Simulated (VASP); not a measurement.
# Si (Pm-3m) in VASP: a series of runs

The runs below take Si through single point, with BLYP.

Everything below comes from runs of VASP 6.6.1. Logs are shortened: lines on timing, memory, paths and dates and some standing lists are left out, and cuts for length are marked.

## Step 1: The structure

Symmetry: Pm-3m, No. 221, cubic system. Conventional cell: a = 2.590 Å, b = 2.590 Å, c = 2.590 Å, α = 90.00°, β = 90.00°, γ = 90.00°. Si (site symmetry m-3m) has 6 Si at 2.59 Å as nearest neighbours.

This isn't the form of Si at room conditions, which is diamond.

## Step 2: Single point, BLYP

File INCAR:

```
SYSTEM = Si
PREC = Accurate
ENCUT = 520
EDIFF = 1E-6
ISMEAR = -1
SIGMA = 0.1
LREAL = .False.
LASPH = .True.
NELM = 100
ALGO = Normal
ISIF = 2
LWAVE = .False.
LCHARG = .False.
GGA = B5
ALDAX = 1.0
AGGAX = 1.0
AGGAC = 1.0
ALDAC = 0.0
NBANDS = 8
```

File KPOINTS:

```
regular mesh
0
Gamma
  20 20 20
  0 0 0
```

File POSCAR:

```
Si
1.0
    2.5895175186      0.0000000000      0.0000000000
    0.0000000000      2.5895175186      0.0000000000
    0.0000000000      0.0000000000      2.5895175186
Si
1
Direct
    0.0000000000      0.0000000000      0.0000000000
```

Potentials or basis: VASP PAW PBE potentials, release 64 (Si).

Command:

```console
> cat potpaw_PBE.64/Si/POTCAR > POTCAR
> mpirun -np 1 vasp_std > vasp.out
```

OUTCAR:

```text
SYSTEM = Si
   PREC = Accurate
   ENCUT = 520
   EDIFF = 1E-6
   ISMEAR = -1
   LREAL = .False.
   LASPH = .True.
   NELM = 100
   ISIF = 2
   GGA = B5

 ion  position               nearest neighbor table
   1  0.000  0.000  0.000-

  LATTYP: Found a simple cubic cell.
 ALAT       =     2.5895175186

  Lattice vectors:

 A1 = (   2.5895175186,   0.0000000000,   0.0000000000)
 A2 = (   0.0000000000,   2.5895175186,   0.0000000000)
 A3 = (   0.0000000000,   0.0000000000,   2.5895175186)

Analysis of symmetry for initial positions (statically):
=====================================================================
 Subroutine PRICEL returns:
 Original cell was already a primitive cell.

 Routine SETGRP: Setting up the symmetry group for a
 simple cubic supercell.

 Subroutine GETGRP returns: Found 48 space group operations
 (whereof 48 operations were pure point group operations)
 out of a pool of 48 trial point group operations.

The static configuration has the point symmetry O_h .

Analysis of symmetry for dynamics (positions and initial velocities):
=====================================================================
 Subroutine PRICEL returns:
 Original cell was already a primitive cell.

 Routine SETGRP: Setting up the symmetry group for a
 simple cubic supercell.

 Subroutine GETGRP returns: Found 48 space group operations
 (whereof 48 operations were pure point group operations)
 out of a pool of 48 trial point group operations.

The dynamic configuration has the point symmetry O_h .

 Subroutine INISYM returns: Found 48 space group operations
 (whereof 48 operations are pure point group operations),
 and found     1 'primitive' translations

----------------------------------------------------------------------------------------

                                     Primitive cell

  volume of cell :      17.3643

  direct lattice vectors                    reciprocal lattice vectors
     2.589517519  0.000000000  0.000000000     0.386172325  0.000000000  0.000000000
     0.000000000  2.589517519  0.000000000     0.000000000  0.386172325  0.000000000
     0.000000000  0.000000000  2.589517519     0.000000000  0.000000000  0.386172325

  length of vectors
     2.589517519  2.589517519  2.589517519     0.386172325  0.386172325  0.386172325

  position of ions in fractional coordinates (direct lattice)
     0.000000000  0.000000000  0.000000000

  ion indices of the primitive-cell ions
   primitive index   ion index
                 1           1

----------------------------------------------------------------------------------------

 KPOINTS: regular mesh

Automatic generation of k-mesh.
 Grid dimensions read from file:
 generate k-points for:   20   20   20

 Generating k-lattice:

  Cartesian coordinates                     Fractional coordinates (reciprocal lattice)
     0.019308616  0.000000000  0.000000000     0.050000000  0.000000000  0.000000000
     0.000000000  0.019308616  0.000000000     0.000000000  0.050000000  0.000000000
     0.000000000  0.000000000  0.019308616     0.000000000  0.000000000  0.050000000

  Length of vectors
     0.019308616  0.019308616  0.019308616

  Shift w.r.t. Gamma in fractional coordinates (k-lattice)
     0.000000000  0.000000000  0.000000000

 Subroutine IBZKPT returns following result:
 ===========================================

 Found    286 irreducible k-points:

 Following reciprocal coordinates:
            Coordinates               Weight
  0.000000  0.000000  0.000000      1.000000
  0.050000  0.000000  0.000000      6.000000
  0.100000  0.000000  0.000000      6.000000
  0.150000  0.000000  0.000000      6.000000
  0.200000  0.000000  0.000000      6.000000
  0.250000  0.000000  0.000000      6.000000
[... 16 lines left out ...]
  0.150000  0.100000  0.000000     24.000000
  0.200000  0.100000  0.000000     24.000000
 [... further k-points ...]
   k-points           NKPTS =    286   k-points in BZ     NKDIM =    286   number of bands    NBANDS=      8
   number of dos      NEDOS =    301   number of ions     NIONS =      1
   total plane-waves  NPLWV =   8000
   dimension x,y,z NGX =    20 NGY =   20 NGZ =   20
   dimension x,y,z NGXF=    40 NGYF=   40 NGZF=   40
   ions per type =               1
   NGX,Y,Z   is equivalent  to a cutoff of  12.84, 12.84, 12.84 a.u.
   NGXF,Y,Z  is equivalent  to a cutoff of  25.68, 25.68, 25.68 a.u.
 SYSTEM =  Si
   PREC   = accura    normal or accurate (medium, high low for compatibility)
   ISTART =      0    job   : 0-new  1-cont  2-samecut
   ICHARG =      2    charge: 1-file 2-atom 10-const
   ISPIN  =      1    spin polarized calculation?
   LNONCOLLINEAR =      F non collinear calculations
   LSORBIT =      F    spin-orbit coupling
   LASPH  =      T    aspherical Exc in radial PAW
   ENCUT  =  520.0 eV  38.22 Ry    6.18 a.u.   4.81  4.81  4.81*2*pi/ulx,y,z
   NELM   =    100;   NELMIN=  2; NELMDL= -5     # of ELM steps
   EDIFF  = 0.1E-05   stopping-criterion for ELM
   LREAL  =      F    real-space projection
   EDIFFG = 0.1E-04   stopping-criterion for IOM
   NSW    =      0    number of steps for IOM
   IBRION =     -1    ionic relax: 0-MD 1-quasi-New 2-CG
   NFREE  =      0    steps in history (QN), initial steepest desc. (CG)
   ISIF   =      2    stress and relaxation
   ISYM   =      2    0-nonsym 1-usesym 2-fastsym
   POTIM  = 0.5000    time-step for ionic-motion
   TEBEG  =    0.0;   TEEND  =   0.0 temperature during run
   PSTRESS=    0.0 pullay stress
   NELECT =       4.0000    total number of electrons
   NUPDOWN=      -1.0000    fix difference up-down
   EMIN   =  10.00;   EMAX   =-10.00  energy-range for DOS
   EFERMI =   0.00;   METHOD = LEGACY
   ISMEAR =    -1;   SIGMA  =   0.10  broadening in eV -4-tet -1-fermi 0-gaus
   EFERMI_NEDOS =   21; number of points for ismear=-14 and -15
   IALGO  =     38    algorithm
   IMIX   =      4    mixing-type and parameters
     AMIX     =   0.40;   BMIX     =  1.00
     AMIX_MAG =   1.60;   BMIX_MAG =  1.00
  volume/ion in A,a.u.               =      17.36       117.18
  Fermi-wavevector in a.u.,A,eV,Ry     =   1.003558  1.896450 13.702828  1.007129
  Thomas-Fermi vector in A             =   2.136118
   LORBIT       =      0    0 simple, 1 ext, 2 COOP (PROOUT), +10 PAW based schemes
   GGA     = B5    functional components
   LHFCALC =     F    Hartree Fock is set to
   AEXX    =    0.0000 exact exchange contribution
   IVDW    =     0    specifies the selected vdW correction
   LEPSILON=     F    determine dielectric tensor
   LRPA    =     F    only Hartree local field effects (RPA)
 non-spin polarized calculation
  energy-cutoff  :      520.00
  volume of cell :       17.36
 maximum number of plane-waves:       480
 NGX is ok and might be reduce to    20
   NGX =  9   NGY =  9   NGZ =  9

 number of electron       3.9999999 magnetization

 Free energy of the ion-electron system (eV)
  ---------------------------------------------------
  ext. energy  EPLUGINS =         0.00000000
  ---------------------------------------------------
  free energy    TOTEN  =        -4.15499104 eV

  energy without entropy =       -4.13864682  energy(sigma->0) =       -4.14681893

 E-fermi :   7.8784     XC(G=0):  -9.6433

 val. band max:        7.8762978611   @ k =   0.5000   0.4500   0.3500
 cond. band min:       7.9240035863   @ k =   0.5000   0.5000   0.4500
 fundamental gap:      0.0477057253
 Fermi energy:         7.8783614948

 k-point     1 :       0.0000    0.0000    0.0000
  band No.  band energies     occupation
      1      -4.6673      2.00000
      2      15.0701      0.00000
      3      15.0701      0.00000
      4      15.0701      0.00000
      5      15.3811      0.00000
      6      15.3811      0.00000
      7      23.1302      0.00000
      8      31.6787      0.00000

 k-point     2 :       0.0500    0.0000    0.0000
  band No.  band energies     occupation
      1      -4.6150      2.00000
      2      13.5744      0.00000
      3      15.1130      0.00000
      4      15.1130      0.00000
      5      15.4228      0.00000
      6      16.8065      0.00000
      7      23.3160      0.00000
      8      31.2715      0.00000

 k-point     3 :       0.1000    0.0000    0.0000
  band No.  band energies     occupation
      1      -4.4584      2.00000
      2      11.9258      0.00000
      3      15.2412      0.00000
      4      15.2412      0.00000
      5      15.5464      0.00000
      6      18.2203      0.00000
      7      23.8904      0.00000
      8      30.2726      0.00000

 k-point     4 :       0.1500    0.0000    0.0000
  band No.  band energies     occupation
      1      -4.1983      2.00000
      2      10.3049      0.00000
      3      15.4531      0.00000
      4      15.4531      0.00000
      5      15.7481      0.00000
      6      19.4088      0.00000
      7      24.8620      0.00000
      8      29.0184      0.00000

 k-point     5 :       0.2000    0.0000    0.0000
  band No.  band energies     occupation
      1      -3.8365      2.00000
      2       8.7382      0.00037
      3      15.7455      0.00000
      4      15.7455      0.00000
      5      16.0202      0.00000
      6      20.3799      0.00000
      7      26.1350      0.00000
      8      27.6992      0.00000
[... 177 lines left out ...]
 k-point    22 :       0.1000    0.1000    0.0000
  band No.  band energies     occupation
      1      -4.2495      2.00000
      2      11.6480      0.00000
      3      12.7065      0.00000
      4      15.4119      0.00000
      5      17.2417      0.00000
      6      19.5364      0.00000
      7      24.4199      0.00000
      8      28.7042      0.00000

 k-point    23 :       0.1500    0.1000    0.0000
  band No.  band energies     occupation
      1      -3.9896      2.00000
      2      10.3851      0.00000
      3      12.5842      0.00000
      4      15.6233      0.00000
      5      17.6104      0.00000
      6      20.6941      0.00000
      7      25.0647      0.00000
      8      27.5077      0.00000

 k-point    24 :       0.2000    0.1000    0.0000
  band No.  band energies     occupation
      1      -3.6281      2.00000
      2       8.8836      0.00009
      3      12.8286      0.00000
      4      15.9149      0.00000
      5      17.9546      0.00000
      6      21.6827      0.00000
      7      25.2901      0.00000
      8      27.0587      0.00000

 [... further k-points ...]
[... 5 lines left out ...]
  --------------------------------------------------------------------------------------
  -------------------------------------------------------------------------------------
  Total        0.0437964      0.0437964      0.0437964     -0.0000000     -0.0000000      0.0000000
  in kB        4.0410374      4.0410374      4.0410374     -0.0000000     -0.0000000      0.0000000
  external PRESSURE =       4.0410374 kB  Pullay stress =       0.0000000 kB

 VOLUME and BASIS-vectors are now :
 -----------------------------------------------------------------------------
  energy-cutoff  :      520.00
  volume of cell :       17.36
      direct lattice vectors                 reciprocal lattice vectors
     2.589517519  0.000000000  0.000000000     0.386172325  0.000000000  0.000000000
     0.000000000  2.589517519  0.000000000     0.000000000  0.386172325  0.000000000
     0.000000000  0.000000000  2.589517519     0.000000000  0.000000000  0.386172325

 POSITION                                       TOTAL-FORCE (eV/Angst)
 -----------------------------------------------------------------------------------
      0.00000      0.00000      0.00000         0.000000      0.000000      0.000000
 -----------------------------------------------------------------------------------
    total drift:                               -0.000000     -0.000000      0.000000

  FREE ENERGIE OF THE ION-ELECTRON SYSTEM (eV)
  ---------------------------------------------------
  free  energy   TOTEN  =        -4.1549910421 eV

  energy  without entropy=       -4.1386468170  energy(sigma->0) =       -4.14681893
```

Run time: 13 s. Hardware: 1 thread of Intel Xeon 6975P-C (Granite Rapids), shared host; peak memory 0.14 GiB.

Results:

```yaml
Free_energy: -4.1550 eV
Pressure: 0.4 GPa
Band_gap_on_the_k_mesh: none (metal or under the smearing width)
```

Levels at points of the mesh, in eV from the Fermi level:
| k point | band 1 | band 2 | band 3 | band 4 | band 5 |
| --- | --- | --- | --- | --- | --- |
| (0.00, 0.00, 0.00) | -12.55 | 7.19 | 7.19 | 7.19 | 7.50 |
| (0.50, 0.00, 0.00) | -8.39 | -5.89 | 9.88 | 10.15 | 10.15 |
| (0.50, 0.50, 0.00) | -3.77 | -2.63 | -2.63 | 2.21 | 12.98 |
| (0.50, 0.50, 0.50) | 0.41 | 0.41 | 0.41 | 2.37 | 5.53 |

Caveat: the PAW data sets were made with another functional, which shifts forces and pressure a little.

## Step 3: Single point, BLYP

This run uses another cell than the first one, of 16.67 Å³/atom, 0.960 times its volume.

File INCAR:

```
PREC = Accurate
ENCUT = 520
EDIFF = 1E-6
ISMEAR = -1
SIGMA = 0.1
LREAL = F
LASPH = T
NELM = 80
ALGO = Fast
ISIF = 2
LWAVE = F
LCHARG = F
GGA = B5
ALDAX = 1.0
AGGAX = 1.0
AGGAC = 1.0
ALDAC = 0.0
NBANDS = 8
```

File KPOINTS:

```
Automatic mesh
0
Gamma
  14 14 14
```

File POSCAR:

```
Si
1.0
    2.5545197484      0.0000000000      0.0000000000
    0.0000000000      2.5545197484      0.0000000000
    0.0000000000      0.0000000000      2.5545197484
Si
1
Direct
    0.0000000000      0.0000000000      0.0000000000
```

Potentials or basis: VASP PAW PBE potentials, release 64 (Si).

Command:

```console
> cat potpaw_PBE.64/Si/POTCAR > POTCAR
> mpirun -np 1 vasp_std > vasp.out
```

It used 4.8 s of CPU time on 1 thread of Intel(R) Xeon(R) 6975P-C (Granite Rapids), with other jobs on the host, which was overloaded at the time.

Results (log left out):

```yaml
Free_energy: -4.1511 eV
Pressure: 4.1 GPa
Band_gap_on_the_k_mesh: none (metal or under the smearing width)
```

Levels at points of the mesh, in eV from the Fermi level:
| k point | band 1 | band 2 | band 3 | band 4 | band 5 | band 6 | band 7 |
| --- | --- | --- | --- | --- | --- | --- | --- |
| (0.00, 0.00, 0.00) | -12.90 | 7.43 | 7.43 | 7.43 | 7.49 | 7.49 | 15.72 |
| (0.50, 0.00, 0.00) | -8.56 | -6.18 | 9.95 | 10.56 | 10.56 | 14.58 | 14.58 |
| (0.50, 0.50, 0.00) | -3.70 | -2.78 | -2.78 | 2.02 | 13.58 | 17.05 | 17.05 |
| (0.50, 0.50, 0.50) | 0.41 | 0.41 | 0.41 | 2.87 | 5.44 | 5.44 | 5.44 |

Caveat: the PAW data sets were made with another functional, which shifts forces and pressure a little.

## Step 4: Single point, BLYP

This run uses another cell than the first one, of 15.28 Å³/atom, 0.880 times its volume.

File INCAR:

```
SYSTEM = Si
PREC = Accurate
ENCUT = 520
EDIFF = 1E-7
ISMEAR = -1
SIGMA = 0.1
LREAL = .FALSE.
LASPH = .TRUE.
NELM = 100
ALGO = Normal
ISIF = 2
LWAVE = .FALSE.
LCHARG = .FALSE.
GGA = B5
ALDAX = 1.0
AGGAX = 1.0
AGGAC = 1.0
ALDAC = 0.0
NBANDS = 8
```

File KPOINTS:

```
regular mesh
0
G
  14 14 14
  0 0 0
```

File POSCAR:

```
Si
1.0
    2.4814931317      0.0000000000      0.0000000000
    0.0000000000      2.4814931317      0.0000000000
    0.0000000000      0.0000000000      2.4814931317
Si
1
Direct
    0.0000000000      0.0000000000      0.0000000000
```

Potentials or basis: VASP PAW PBE potentials, release 64 (Si).

Command:

```console
> cat potpaw_PBE.64/Si/POTCAR > POTCAR
> mpirun -np 1 vasp_std > vasp.out
```

OUTCAR:

```text
SYSTEM = Si
   PREC = Accurate
   ENCUT = 520
   EDIFF = 1E-7
   ISMEAR = -1
   LREAL = .FALSE.
   LASPH = .TRUE.
   NELM = 100
   ISIF = 2
   GGA = B5

 ion  position               nearest neighbor table
   1  0.000  0.000  0.000-

  LATTYP: Found a simple cubic cell.
 ALAT       =     2.4814931317

  Lattice vectors:

 A1 = (   2.4814931317,   0.0000000000,   0.0000000000)
 A2 = (   0.0000000000,   2.4814931317,   0.0000000000)
 A3 = (   0.0000000000,   0.0000000000,   2.4814931317)

Analysis of symmetry for initial positions (statically):
[... 432 lines left out ...]
  band No.  band energies     occupation
      1      -0.2704      2.00000
      2       6.3798      2.00000
      3      12.5189      0.00000
      4      19.4787      0.00000
      5      20.6265      0.00000
      6      23.9855      0.00000
      7      27.2935      0.00000
      8      30.0921      0.00000

 [... further k-points ...]
[... 5 lines left out ...]
  --------------------------------------------------------------------------------------
  -------------------------------------------------------------------------------------
  Total        1.3454239      1.3454239      1.3454239      0.0000000      0.0000000     -0.0000000
  in kB      141.0686445    141.0686445    141.0686445      0.0000000      0.0000000     -0.0000000
  external PRESSURE =     141.0686445 kB  Pullay stress =       0.0000000 kB

 VOLUME and BASIS-vectors are now :
 -----------------------------------------------------------------------------
  energy-cutoff  :      520.00
  volume of cell :       15.28
      direct lattice vectors                 reciprocal lattice vectors
     2.481493132  0.000000000  0.000000000     0.402983183  0.000000000  0.000000000
     0.000000000  2.481493132  0.000000000     0.000000000  0.402983183  0.000000000
     0.000000000  0.000000000  2.481493132     0.000000000  0.000000000  0.402983183

 POSITION                                       TOTAL-FORCE (eV/Angst)
 -----------------------------------------------------------------------------------
      0.00000      0.00000      0.00000         0.000000      0.000000      0.000000
 -----------------------------------------------------------------------------------
    total drift:                                0.000000      0.000000      0.000000

  FREE ENERGIE OF THE ION-ELECTRON SYSTEM (eV)
  ---------------------------------------------------
  free  energy   TOTEN  =        -4.0754770886 eV

  energy  without entropy=       -4.0634093714  energy(sigma->0) =       -4.06944323
```

It took 7 s on 1 thread of Intel Xeon 6975P-C (Granite Rapids), shared host; peak memory 0.12 GiB.

What came out:

| Quantity | Value |
| --- | --- |
| Free energy | -4.0755 eV |
| Pressure | 14.1 GPa |
| Band gap on the k mesh | none (metal or under the smearing width) |

Caveat: the PAW data sets were made with another functional, which shifts forces and pressure a little.

[end of part 1 of 2]
